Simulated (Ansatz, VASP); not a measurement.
**Two plane-wave programs on HgTe**

```
Hg Te
1.0
     0.00000    3.22185    3.22185
     3.22185    0.00000    3.22185
     3.22185    3.22185    0.00000
Hg Te
1 1
Direct
  0.00000 0.00000 0.00000
  0.50000 0.50000 0.50000
```

Change from the starting cell: volume scaled by 1.04.

Alike in both runs: task single point; functional PBE; k mesh 7 × 7 × 7; occupations fermi-dirac, width 0.05 eV; no spin polarisation.

|  | VASP | Ansatz |
| --- | --- | --- |
| version | VASP 6.6.1 | Ansatz 0.2.0 |
| potentials or method | VASP PAW PBE potentials, release 64 (Hg, Te) | Ansatz PAW |
| plane-wave cutoff (eV) | 520 | 420 |
| valence electrons in the cell | 18 | 36 |

Ansatz gave:

| Quantity | Value |
| --- | --- |
| gap on the k mesh at the Fermi level (eV) | none |
| pressure (GPa) | -4.6 |

Estimate VASP's values.

gap on the k mesh at the Fermi level (eV): none; pressure (GPa): -4.5.

A gap of «none» marks a metal or a gap that the smearing closes. The functional is the same, so the differences come from potentials, cutoffs and numerics. The two sets of potentials don't hold the same shells in valence.

The runs have no spin-orbit coupling, so splittings on Hg, Te are missing.
